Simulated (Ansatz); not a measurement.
# ZnSe: how the settings move a single-point run

Question: which choices in the input matter for ZnSe? The cell is built on a prototype (CsCl type) and needn't be the phase found in nature.

Program: Ansatz 0.2.0. Level of theory: reference: DFT, PBEsol, plane waves, PAW. These are calculated values, not measurements.

3 further runs of the same task are left out: 2 for a known fault of the program, 1 that didn't finish.

## (1) Starting point

It takes space group Pm-3m (No. 221, cubic). Conventional cell: a = 3.325 Å, b = 3.325 Å, c = 3.325 Å, α = 90.00°, β = 90.00°, γ = 90.00°. Zn (site symmetry m-3m) is surrounded by 8 Se at 2.88 Å. Se (site symmetry m-3m) is surrounded by 8 Zn at 2.88 Å.

Coordinates:

```cif
data_structure
_symmetry_space_group_name_H-M 'P 1'
_symmetry_Int_Tables_number 1
_cell_length_a 3.3252
_cell_length_b 3.3252
_cell_length_c 3.3252
_cell_angle_alpha 90.000
_cell_angle_beta 90.000
_cell_angle_gamma 90.000
_cell_volume 36.77
loop_
_atom_site_label
_atom_site_type_symbol
_atom_site_fract_x
_atom_site_fract_y
_atom_site_fract_z
_atom_site_occupancy
Zn1 Zn 0.00000 0.00000 0.00000 1
Se1 Se 0.50000 0.50000 0.50000 1
```

## (2) Reference

input.yaml

```yaml
crystal:
  lattice:
    - [3.3251530431, 0.0, 0.0]
    - [0.0, 3.3251530431, 0.0]
    - [0.0, 0.0, 3.3251530431]
  atoms:
    - { symbol: Zn, position: [0.0, 0.0, 0.0] }
    - { symbol: Se, position: [0.5, 0.5, 0.5] }
kpoints:
  mp_grid: { grid: [6, 6, 6] }
hamiltonian:
  xc: pbesol
scf:
  occupations: { method: fermi_dirac, width: 0.02 }
  n_extra_bands: 4
output:
  forces: true
  stress: true
  eigenvalues: true
```

Launch:

```
$ ansatz run input.yaml --threads 4 --pin off --max-ram 3686MiB --backend cpu --events-out ev --progress --plain --runs-dir out
```

## (3) Changed: occupations.width 0.2

input.yaml, as its differences from that of step 2:

```diff
@@ -13,3 +13,3 @@
 scf:
-  occupations: { method: fermi_dirac, width: 0.02 }
+  occupations: { method: fermi_dirac, width: 0.2 }
   n_extra_bands: 4
```

## (4) Variant: occupations.method gaussian, occupations.width 0.05

input.yaml, as its differences from that of step 2:

```diff
@@ -13,3 +13,3 @@
 scf:
-  occupations: { method: fermi_dirac, width: 0.02 }
+  occupations: { method: gaussian, width: 0.05 }
   n_extra_bands: 4
```

## (5) Changing settings: dr2_threshold 1.0e-12

input.yaml, as its differences from that of step 2:

```diff
@@ -15,2 +15,4 @@
   n_extra_bands: 4
+  convergence: { dr2_threshold: 1.0e-12 }
+  max_iter: 56
 output:
```

## (6) Changed: occupations.method methfessel_paxton, occupations.width 0.05

input.yaml, as its differences from that of step 2:

```diff
@@ -13,3 +13,3 @@
 scf:
-  occupations: { method: fermi_dirac, width: 0.02 }
+  occupations: { method: methfessel_paxton, width: 0.05 }
   n_extra_bands: 4
```

## (7) A further run, with the input changed

input.yaml, as its differences from that of step 2:

```diff
@@ -15,2 +15,3 @@
   n_extra_bands: 4
+  max_iter: 69
 output:
@@ -19 +20,4 @@
   eigenvalues: true
+magnetization:
+  spin_polarized: true
+  initial_magnetization: 0.5
```

## (9) Changed: mixing.ndim 30

input.yaml, as its differences from that of step 2:

```diff
@@ -15,2 +15,4 @@
   n_extra_bands: 4
+  mixing: { ndim: 30 }
+  max_iter: 77
 output:
```

(Steps that only read results are left out.)

Q: Predict the outcome of this session. Wanted: for each run, ending; energy change; pressure; gap; force.

As calculated:

| run | ending | energy change | pressure (GPa) | gap (eV) | force (eV/Å) | cycles | time |
| --- | --- | --- | --- | --- | --- | --- | --- |
| reference | converged | 0 | -3.1 | 0.00 | 0.00 | 6 | 0.79 s |
| 1: occupations.width 0.2 | converged | -0.9 meV/atom (σ→0) | -2.6 | 0.00 | 0.00 | 6 | 0.92 s |
| 2: occupations.method gaussian, occupations.width 0.05 | converged | 0.0 meV/atom (σ→0) | -3.1 | 0.00 | 0.00 | 6 | 0.83 s |
| 3: dr2_threshold 1.0e-12 | converged | 0.0 meV/atom | -3.1 | 0.00 | 0.00 | 9 | 0.96 s |
| 4: occupations.method methfessel_paxton, occupations.width 0.05 | converged | +0.2 meV/atom (σ→0) | -3.1 | 0.00 | 0.00 | 6 | 0.84 s |
| 5: spin_polarized true, initial_magnetization 0.5 | converged | 0.0 meV/atom | -3.1 | 0.00 | 0.00 | 18 | 2.2 s |
| 6: mixing.ndim 30 | converged | 0.0 meV/atom | -3.1 | 0.00 | 0.00 | 6 | 0.87 s |

Residual by cycle in the longest SCF loop of each run; runs are numbered as in the table. The quantity is the density residual dr2, in eV.

| cycle | reference | run 1 | run 2 | run 3 | run 4 | run 5 | run 6 |
| --- | --- | --- | --- | --- | --- | --- | --- |
| 1 | 0.00685 | 0.0112 | 0.00681 | 0.00685 | 0.00576 | 1.39 | 0.00685 |
| 3 | 3.9e-4 | 0.00118 | 4.3e-4 | 3.9e-4 | 4.6e-4 | 0.0363 | 3.9e-4 |
| 4 | 1.0e-5 | 7.6e-5 | 1.3e-5 | 1.0e-5 | 7.9e-6 | 0.00354 | 1.0e-5 |
| 6 | 1.0e-8 | 5.0e-8 | 1.0e-8 | 9.7e-9 | 3.0e-8 | 3.6e-4 | 1.0e-8 |
| 7 | - | - | - | 4.6e-10 | - | 1.3e-4 | - |
| 9 | - | - | - | 5.9e-14 | - | 4.1e-6 | - |
| 10 | - | - | - | - | - | 4.2e-6 | - |
| 12 | - | - | - | - | - | 7.1e-9 | - |
| 13 | - | - | - | - | - | 4.8e-9 | - |
| 15 | - | - | - | - | - | 1.3e-10 | - |
| 16 | - | - | - | - | - | 9.1e-13 | - |
| 18 | - | - | - | - | - | 4.8e-15 | - |

What this shows: Semilocal functionals close small gaps, so the missing gap need not be the real solid's. Of the variants the dearest is «spin_polarized true, initial_magnetization 0.5» (2.2 s), the cheapest «occupations.method gaussian, occupations.width 0.05» (0.83 s), on a shared host.
